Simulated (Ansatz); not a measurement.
# CdTe: a tetragonal deformation path

One table from this session's results is given with a row withheld; the runs are named, their logs left out.

The COD entry's cell or inner coordinates are ideal or old and differ from later refinements, so a difference from it is no clean test against experiment.

Method: DFT PBE, scalar-relativistic, plane waves, PAW, in Ansatz 0.2.0.

## The structure to begin with

Symmetry: F-43m, No. 216, cubic system. Conventional cell: a = 6.410 Å, b = 6.410 Å, c = 6.410 Å, α = 90.00°, β = 90.00°, γ = 90.00°. Around Cd (site symmetry -43m) lie 4 Te at 2.78 Å. Around Te (site symmetry -43m) lie 4 Cd at 2.78 Å.

Structure file:

```
Cd Te
1.0
     0.00000    3.20500    3.20500
     3.20500    0.00000    3.20500
     3.20500    3.20500    0.00000
Cd Te
1 1
Direct
  0.00000 0.00000 0.00000
  0.75000 0.75000 0.75000
```

The cell is taken as given, not relaxed at this level.

The first run:

At fixed volume and fractional coordinates, lengths along (0.000, 0.000, 1.000) are scaled against those across it; ρ is that ratio over its starting value.

Contents of input.yaml:

```yaml
crystal:
  lattice:
    - [0.0, 3.5976719704, 2.5435540831]
    - [3.5976719704, 0.0, 2.5435540831]
    - [3.5976719704, 3.5976719704, 0.0]
  atoms:
    - { symbol: Cd, position: [0.0, 0.0, 0.0] }
    - { symbol: Te, position: [0.75, 0.75, 0.75] }
basis:
  ecutwfc: 420
kpoints:
  mp_grid: { grid: [8, 8, 8] }
hamiltonian:
  xc: pbe
scf:
  occupations: { method: gaussian, width: 0.05 }
output:
  forces: true
  stress: true
  eigenvalues: true
```

On the command line:

```sh
$ ansatz run input.yaml --threads 1 --pin off --max-ram 2560MiB --backend cpu --events-out ev --progress --plain --runs-dir out
```

Among the steps run: Point ρ = 0.707; ρ = 1.414; ρ = 0.850; At ρ = 1.200; At ρ = 0.780; At ρ = 1.300; Point ρ = 0.920; At ρ = 1.100; ρ = 0.650; ρ = 1.500; At ρ = 0.960; ρ = 1.050.

One table of the session follows, with a row left open; its other results are not shown here.

It belongs to the step «The scan collected». The scan, with free energies counted from the undisturbed cell:

```
    ρ  ΔE (meV/atom)  pressure (GPa)  gap on the mesh (eV)
0.650           92.9             0.8                  0.10
0.707              ?               ?                     ?
0.780           35.7             3.0                  0.39
0.850           17.5             3.7                  0.55
0.920            5.3             4.1                  0.70
0.960            1.4             4.2                  0.78
1.000            0.0             4.2                  0.87
1.050            2.3             4.2                  0.81
1.100            9.7             4.1                  0.71
1.200           41.2             3.6                  0.44
1.300           96.9             3.1                  0.06
1.414          189.4             2.5                  0.00
1.500          277.4             2.1                  0.00
```

Estimate the missing values for ρ = 0.707.

Worked estimate for «ΔE (meV/atom)». A straight line through the neighbours (0.650, 92.9) and (0.780, 35.7) gives 92.9 + (35.7 − 92.9) × (0.707 − 0.650) / (0.780 − 0.650) = 67.8; a parabola fitted to 3 rows on both sides gives 64.1.

**Answer.** ΔE (meV/atom): 62.5; pressure (GPa): 1.9; gap on the mesh (eV): 0.17. In «ΔE (meV/atom)» the line misses by +5.3 and the parabola by +1.6.

Where the gap reads zero, the mesh chosen for the insulator is on the coarse side.
